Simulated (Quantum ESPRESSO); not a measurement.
# AlN, rock salt type, strained in the (001) plane: a series in biaxial strain in the plane, part 2 of 5

Wanted: a table for AlN, rock salt type, strained in the (001) plane against biaxial strain in the plane, and what can be fitted to it.

Quantum ESPRESSO 7.5; plane-wave DFT, PBE, GBRV ultrasoft pseudopotentials.

So far. Step 2 (Variable-cell relaxation of the reference):  The last row is no step: it is a fresh SCF in the final cell with a new plane-wave basis, -0 meV from the row before.

The structure was built from a prototype and need not be the compound's stable phase.

**3. Relaxing cell and ions, -4 %**

What the set-up leaves free in this member is relaxed.

Contents of m0.relax.in:

```
&control
  prefix = 'm0.relax'
  outdir = './out'
  pseudo_dir = './pseudo'
  nstep = 40
  forc_conv_thr = 0.001
  calculation = 'vc-relax'
/
&system
  ibrav = 0
  nat = 4
  ntyp = 2
  ecutwfc = 50
  ecutrho = 250
  occupations = 'fixed'
/
&electrons
  conv_thr = 1e-10
  mixing_beta = 0.6
  electron_maxstep = 120
/
&ions
/
&cell
  cell_dofree = 'z'
  press_conv_thr = 0.3
/
ATOMIC_SPECIES
  Al  26.9815  al_pbe_v1.uspp.F.UPF
  N   14.0070  n_pbe_v1.2.uspp.F.UPF
CELL_PARAMETERS angstrom
  2.76662474208000 0.00000000000000 0.00000000000000
  0.00000000000000 2.76662474208000 0.00000000000000
  0.00000000000000 0.00000000000000 4.07545141600000
ATOMIC_POSITIONS crystal
  Al  0.000000000000 0.000000000000 0.000000000000
  N   0.500000000000 0.500000000000 0.000000000000
  Al  0.500000000000 0.500000000000 0.500000000000
  N   0.000000000000 0.000000000000 0.500000000000
K_POINTS automatic
  8 8 6 0 0 0
```

Launch:

```console
OMP_NUM_THREADS=1 mpirun -n 4 pw.x -nk 4 -in m0.relax.in > m0.relax.out
```

Output:

```text
[banner, memory and clock lines left out]
Program PWSCF v.7.5 starts
[citation notice left out]

[...]
Message from routine setup:
[...]
bravais-lattice index     =            0
     lattice parameter (alat)  =       5.2282  a.u.
     unit-cell volume          =     210.5101 (a.u.)^3
     number of atoms/cell      =            4
     number of atomic types    =            2
     number of electrons       =        16.00
     number of Kohn-Sham states=            8
     kinetic-energy cutoff     =      50.0000  Ry
     charge density cutoff     =     250.0000  Ry
     scf convergence threshold =      1.0E-10
     mixing beta               =       0.6000
     number of iterations used =            8  plain     mixing
     energy convergence thresh.=      1.0E-04
     force convergence thresh. =      1.0E-03
     press convergence thresh. =      3.0E-01
     Exchange-correlation= SLA  PW   PBE  PBE
                           (   1   4   3   4   0   0   0)
     nstep                     =           40

[...]
PseudoPot. # 1 for Al read from file:
     ./pseudo/al_pbe_v1.uspp.F.UPF
     Pseudo is Ultrasoft + core correction, Zval =  3.0
     Generated by new atomic code, or converted to UPF format
     Using radial grid of  893 points,  3 beta functions with:
                l(1) =   0
                l(2) =   1
                l(3) =   2
     Q(r) pseudized with  8 coefficients,  rinner =    0.900   0.900   0.900
                                                       0.900   0.900

     PseudoPot. # 2 for N  read from file:
     ./pseudo/n_pbe_v1.2.uspp.F.UPF
     Pseudo is Ultrasoft + core correction, Zval =  5.0
     Generated by new atomic code, or converted to UPF format
     Using radial grid of  729 points,  4 beta functions with:
                l(1) =   0
                l(2) =   0
                l(3) =   1
                l(4) =   1
     Q(r) pseudized with  8 coefficients,  rinner =    0.900   0.900   0.900

     atomic species   valence    mass     pseudopotential
     Al                3.00    26.98150     Al( 1.00)
     N                 5.00    14.00700     N ( 1.00)

     16 Sym. Ops., with inversion, found

[...]
number of k points=    60
[...]
Dense  grid:    14023 G-vectors     FFT dimensions: (  27,  27,  40)

     Smooth grid:    10071 G-vectors     FFT dimensions: (  24,  24,  36)

     Initial potential from superposition of free atoms

     starting charge      15.9951, renormalised to      16.0000
     Starting wfcs are   16 randomized atomic wfcs

     per-process dynamical memory:    16.9 Mb

     Self-consistent Calculation

     iteration #  1     ecut=    50.00 Ry     beta= 0.60
     Davidson diagonalization with overlap
     ethr =  1.00E-02,  avg # of iterations =  2.0

     total energy              =     -53.71487963 Ry
     estimated scf accuracy    <       0.89582131 Ry

     iteration #  2     ecut=    50.00 Ry     beta= 0.60
[...]
total energy              =     -54.01676372 Ry
     estimated scf accuracy    <       0.16590572 Ry

     iteration #  3     ecut=    50.00 Ry     beta= 0.60
[...]
total energy              =     -54.02853420 Ry
     estimated scf accuracy    <       0.00888451 Ry

     iteration #  4     ecut=    50.00 Ry     beta= 0.60
[...]
total energy              =     -54.03193138 Ry
     estimated scf accuracy    <       0.00660782 Ry

     iteration #  5     ecut=    50.00 Ry     beta= 0.60
[...]
total energy              =     -54.03243481 Ry
     estimated scf accuracy    <       0.00036741 Ry

     iteration #  6     ecut=    50.00 Ry     beta= 0.60
[...]
total energy              =     -54.03264431 Ry
     estimated scf accuracy    <       0.00028621 Ry

[...]
iteration # 10     ecut=    50.00 Ry     beta= 0.60
[...]
total energy              =     -54.03265885 Ry
     estimated scf accuracy    <          2.3E-09 Ry

     iteration # 11     ecut=    50.00 Ry     beta= 0.60
[...]
total energy              =     -54.03265885 Ry
     estimated scf accuracy    <          2.3E-09 Ry

     iteration # 12     ecut=    50.00 Ry     beta= 0.60
[...]
total energy              =     -54.03265885 Ry
     estimated scf accuracy    <          1.1E-09 Ry

     iteration # 13     ecut=    50.00 Ry     beta= 0.60
[...]
End of self-consistent calculation

          k = 0.0000 0.0000 0.0000 (  1277 PWs)   bands (ev):

    -6.1064  -1.7087   4.0716   9.2677   9.2677  11.9227  11.9227  12.1929

          k = 0.0000 0.0000 0.1131 (  1261 PWs)   bands (ev):

    -5.9167  -2.2490   4.7563   9.4035   9.4035  11.4937  11.6797  11.6797

[...]
highest occupied level (ev):    12.1929

!    total energy              =     -54.03265885 Ry
     estimated scf accuracy    <          3.1E-11 Ry

     The total energy is the sum of the following terms:
     one-electron contribution =       7.57415343 Ry
     hartree contribution      =       8.86978702 Ry
     xc contribution           =     -20.18111509 Ry
     ewald contribution        =     -50.29548422 Ry

     convergence has been achieved in  13 iterations

     Forces acting on atoms (cartesian axes, Ry/au):

     atom    1 type  1   force =     0.00000000    0.00000000    0.00000000
     atom    2 type  2   force =     0.00000000    0.00000000    0.00000000
     atom    3 type  1   force =     0.00000000    0.00000000    0.00000000
     atom    4 type  2   force =     0.00000000    0.00000000    0.00000000

     Total force =     0.000000     Total SCF correction =     0.000000

     Computing stress (Cartesian axis) and pressure

          total   stress  (Ry/bohr**3)                   (kbar)     P=      250.12
   0.00205856   0.00000000   0.00000000          302.82        0.00        0.00
   0.00000000   0.00205856   0.00000000            0.00      302.82        0.00
   0.00000000   0.00000000   0.00098364            0.00        0.00      144.70

     BFGS Geometry Optimization
     Energy error            =      5.0E-03 Ry
     Gradient error          =      0.0E+00 Ry/Bohr
     Cell gradient error     =      1.4E+02 kbar

     number of scf cycles    =   1
     number of bfgs steps    =   0

     enthalpy           new  =     -54.0326588509 Ry

     new trust radius        =       0.0713580504 bohr
     new conv_thr            =            1.0E-10 Ry

     new unit-cell volume =    215.68671 a.u.^3 (    31.96147 Ang^3 )
     density =      4.25907 g/cm^3

CELL_PARAMETERS (angstrom)
   2.766624742   0.000000000   0.000000000
   0.000000000   2.766624742   0.000000000
   0.000000000   0.000000000   4.175670928

ATOMIC_POSITIONS (crystal)
Al               0.0000000000        0.0000000000        0.0000000000
N                0.5000000000        0.5000000000        0.0000000000
Al               0.5000000000        0.5000000000        0.5000000000
N                0.0000000000        0.0000000000        0.5000000000

[...]
NEW-OLD atomic charge density approx. for the potential
     New effective cutoffs (rho, wfc):  249.87   49.97

     per-process dynamical memory:    20.9 Mb

[...]
!    total energy              =     -54.03582307 Ry
[...]
Total force =     0.000000     Total SCF correction =     0.000000
[...]
number of bfgs steps    =   1
[...]
new trust radius        =       0.0270374003 bohr
[...]
!    total energy              =     -54.03613978 Ry
[...]
Total force =     0.000000     Total SCF correction =     0.000000
[...]
number of bfgs steps    =   2
[...]
new trust radius        =       0.0061180659 bohr
[...]
!    total energy              =     -54.03615190 Ry
[...]
Total force =     0.000000     Total SCF correction =     0.000000
[...]
number of bfgs steps    =   3
[...]
new trust radius        =       0.0004430612 bohr
[...]
!    total energy              =     -54.03615196 Ry
[...]
Total force =     0.000000     Total SCF correction =     0.000000
[...]
Self-consistent Calculation

     iteration #  1     ecut=    50.00 Ry     beta= 0.60
     Davidson diagonalization with overlap
     ethr =  1.00E-06,  avg # of iterations =  6.4

     total energy              =     -53.74105306 Ry
     estimated scf accuracy    <       0.86443774 Ry

[...]
iteration # 15     ecut=    50.00 Ry     beta= 0.60
[...]
End of self-consistent calculation

          k = 0.0000 0.0000 0.0000 (  1293 PWs)   bands (ev):

    -6.3050  -2.3416   3.7097   8.9993   8.9993  11.3122  11.3122  11.7828

          k = 0.0000 0.0000 0.1092 (  1302 PWs)   bands (ev):

    -6.1312  -2.8113   4.3439   9.1204   9.1204  11.0406  11.1071  11.1071

[...]
highest occupied level (ev):    11.7828

!    total energy              =     -54.03624089 Ry
     estimated scf accuracy    <          4.8E-13 Ry

     The total energy is the sum of the following terms:
     one-electron contribution =       6.64905848 Ry
     hartree contribution      =       9.03558919 Ry
     xc contribution           =     -20.08460233 Ry
     ewald contribution        =     -49.63628623 Ry

     convergence has been achieved in  15 iterations

     Forces acting on atoms (cartesian axes, Ry/au):

     atom    1 type  1   force =     0.00000000    0.00000000    0.00000000
     atom    2 type  2   force =     0.00000000    0.00000000    0.00000000
     atom    3 type  1   force =     0.00000000    0.00000000    0.00000000
     atom    4 type  2   force =     0.00000000    0.00000000    0.00000000

     Total force =     0.000000     Total SCF correction =     0.000000

     Computing stress (Cartesian axis) and pressure

          total   stress  (Ry/bohr**3)                   (kbar)     P=      155.83
   0.00159022   0.00000000   0.00000000          233.93        0.00        0.00
   0.00000000   0.00159022   0.00000000            0.00      233.93        0.00
   0.00000000   0.00000000  -0.00000250            0.00        0.00       -0.37

[...]
```

Elapsed: 26 s, on 4 MPI ranks of Arm Neoverse N1, shared host; peak memory 0.23 GiB.

Step by step:

```tsv
step	energy less that of the first step (eV)	largest force (eV/Å)	volume (Å³)
1	0.0000	0.0000	31.19
2	-0.0431	0.0000	31.96
3	-0.0474	0.0000	32.26
4	-0.0475	0.0000	32.32
5	-0.0475	0.0000	32.33
6	-0.0487	0.0000	32.33
```

```tsv
conventional cell, symmetrised	before	after	change
a (Å)	2.767	2.767	-0.0 %
b (Å)	2.767	2.767	-0.0 %
c (Å)	4.075	4.223	+3.6 %
volume (Å³/atom)	7.80	8.08	+3.6 %
```

The relaxed structure:

```xyz
4
Lattice="2.7666 0.0000 0.0000 0.0000 2.7666 0.0000 0.0000 0.0000 4.2235" Properties=species:S:1:pos:R:3 pbc="T T T"
Al    0.0000    0.0000    0.0000
N     1.3833    1.3833    0.0000
Al    1.3833    1.3833    2.1117
N     0.0000    0.0000    2.1117
```

 The last row is no step: it is a fresh SCF in the final cell with a new plane-wave basis, -1 meV from the row before.

Numbers from this step:

- free energy: -735.2005 eV
- valence top, on the run's zero: 11.78 eV

**4. Ground state, -4 %**

The self-consistent run of this member.

Contents of m0.scf.in:

```
&control
  prefix = 'm0.scf'
  outdir = './out'
  pseudo_dir = './pseudo'
  calculation = 'scf'
  tprnfor = .true.
/
&system
  ibrav = 0
  nat = 4
  ntyp = 2
  ecutwfc = 40
  ecutrho = 200
  occupations = 'fixed'
  nbnd = 12
/
&electrons
  conv_thr = 1e-09
  mixing_beta = 0.6
  electron_maxstep = 120
/
ATOMIC_SPECIES
  Al  26.9815  al_pbe_v1.uspp.F.UPF
  N   14.0070  n_pbe_v1.2.uspp.F.UPF
CELL_PARAMETERS angstrom
  2.76662474200000 0.00000000000000 0.00000000000000
  0.00000000000000 2.76662474200000 0.00000000000000
  0.00000000000000 0.00000000000000 4.22347886900000
ATOMIC_POSITIONS crystal
  Al  0.000000000000 0.000000000000 0.000000000000
  N   0.500000000000 0.500000000000 0.000000000000
  Al  0.500000000000 0.500000000000 0.500000000000
  N   0.000000000000 0.000000000000 0.500000000000
K_POINTS automatic
  8 8 6 0 0 0
```

Launch:

```console
OMP_NUM_THREADS=1 mpirun -n 4 pw.x -nk 4 -in m0.scf.in > m0.scf.out
```

Output:

```text
[banner, memory and clock lines left out]
Program PWSCF v.7.5 starts
[citation notice left out]

[...]
Message from routine setup:
[...]
bravais-lattice index     =            0
     lattice parameter (alat)  =       5.2282  a.u.
     unit-cell volume          =     218.1561 (a.u.)^3
     number of atoms/cell      =            4
     number of atomic types    =            2
     number of electrons       =        16.00
     number of Kohn-Sham states=           12
     kinetic-energy cutoff     =      40.0000  Ry
     charge density cutoff     =     200.0000  Ry
     scf convergence threshold =      1.0E-09
     mixing beta               =       0.6000
     number of iterations used =            8  plain     mixing
     Exchange-correlation= SLA  PW   PBE  PBE
                           (   1   4   3   4   0   0   0)

[...]
PseudoPot. # 1 for Al read from file:
     ./pseudo/al_pbe_v1.uspp.F.UPF
     Pseudo is Ultrasoft + core correction, Zval =  3.0
     Generated by new atomic code, or converted to UPF format
     Using radial grid of  893 points,  3 beta functions with:
                l(1) =   0
                l(2) =   1
                l(3) =   2
     Q(r) pseudized with  8 coefficients,  rinner =    0.900   0.900   0.900
                                                       0.900   0.900

     PseudoPot. # 2 for N  read from file:
     ./pseudo/n_pbe_v1.2.uspp.F.UPF
     Pseudo is Ultrasoft + core correction, Zval =  5.0
     Generated by new atomic code, or converted to UPF format
     Using radial grid of  729 points,  4 beta functions with:
                l(1) =   0
                l(2) =   0
                l(3) =   1
                l(4) =   1
     Q(r) pseudized with  8 coefficients,  rinner =    0.900   0.900   0.900

     atomic species   valence    mass     pseudopotential
     Al                3.00    26.98150     Al( 1.00)
     N                 5.00    14.00700     N ( 1.00)

     16 Sym. Ops., with inversion, found

[...]
number of k points=    60
[...]
Dense  grid:    10463 G-vectors     FFT dimensions: (  24,  24,  36)

     Smooth grid:     7469 G-vectors     FFT dimensions: (  24,  24,  36)

     Initial potential from superposition of free atoms

     starting charge      15.9951, renormalised to      16.0000
     Starting wfcs are   16 randomized atomic wfcs

     per-process dynamical memory:    13.7 Mb

     Self-consistent Calculation

     iteration #  1     ecut=    40.00 Ry     beta= 0.60
     Davidson diagonalization with overlap
     ethr =  1.00E-02,  avg # of iterations =  3.4

     total energy              =     -53.72583409 Ry
     estimated scf accuracy    <       0.88399380 Ry

     iteration #  2     ecut=    40.00 Ry     beta= 0.60
[...]
total energy              =     -54.00578456 Ry
     estimated scf accuracy    <       0.20599639 Ry

     iteration #  3     ecut=    40.00 Ry     beta= 0.60
[...]
total energy              =     -54.03442093 Ry
     estimated scf accuracy    <       0.00474555 Ry

     iteration #  4     ecut=    40.00 Ry     beta= 0.60
[...]
total energy              =     -54.03554223 Ry
     estimated scf accuracy    <       0.00218271 Ry

     iteration #  5     ecut=    40.00 Ry     beta= 0.60
[...]
total energy              =     -54.03589840 Ry
     estimated scf accuracy    <       0.00000957 Ry

     iteration #  6     ecut=    40.00 Ry     beta= 0.60
[...]
total energy              =     -54.03590692 Ry
     estimated scf accuracy    <       0.00000268 Ry

     iteration #  7     ecut=    40.00 Ry     beta= 0.60
[...]
total energy              =     -54.03590685 Ry
     estimated scf accuracy    <       0.00000064 Ry

     iteration #  8     ecut=    40.00 Ry     beta= 0.60
[...]
total energy              =     -54.03590693 Ry
     estimated scf accuracy    <       0.00000003 Ry

     iteration #  9     ecut=    40.00 Ry     beta= 0.60
[...]
End of self-consistent calculation

          k = 0.0000 0.0000 0.0000 (   921 PWs)   bands (ev):

    -6.3051  -2.3418   3.7099   8.9995   8.9995  11.3126  11.3126  11.7832
    16.8784  17.3210  17.3679  23.1114

          k = 0.0000 0.0000 0.1092 (   948 PWs)   bands (ev):

    -6.1313  -2.8114   4.3441   9.1206   9.1206  11.0410  11.1073  11.1073
    17.2179  17.5386  18.0681  22.2264

[...]
highest occupied, lowest unoccupied level (ev):    11.7832   16.0761

!    total energy              =     -54.03590694 Ry
     estimated scf accuracy    <          9.5E-10 Ry

     The total energy is the sum of the following terms:
     one-electron contribution =       6.64961839 Ry
     hartree contribution      =       9.03527682 Ry
     xc contribution           =     -20.08451591 Ry
     ewald contribution        =     -49.63628625 Ry

     convergence has been achieved in   9 iterations

     Forces acting on atoms (cartesian axes, Ry/au):

     atom    1 type  1   force =     0.00000000    0.00000000    0.00000000
     atom    2 type  2   force =     0.00000000    0.00000000    0.00000000
     atom    3 type  1   force =     0.00000000    0.00000000    0.00000000
     atom    4 type  2   force =     0.00000000    0.00000000    0.00000000

     Total force =     0.000000     Total SCF correction =     0.000000

[...]
```

The job ended after 5.8 s (4 MPI ranks; peak memory 0.2 GiB; 23 s of CPU time).

Numbers from this step:

```
free energy                          : -735.1960 eV
conduction bottom, on the run's zero : 16.08 eV
gap by band count                    : 4.293 eV
```

[end of part 2 of 5]

[Logs are printed without paths, hosts, clocks, repeated set-up lines and the standing remarks that a program may print on its own settings, such as how far it seeks lower states.]

[Hosts, paths, dates, database ids (printed as entryN), source tags and the programs' standing remarks are cut or masked in the printed files.]

[Maps of the electrostatic potential energy from Ansatz leave out the sawtooth potential of an applied field or a dipole correction, so their vacuum need not be flat; planar profiles and work functions include it.]
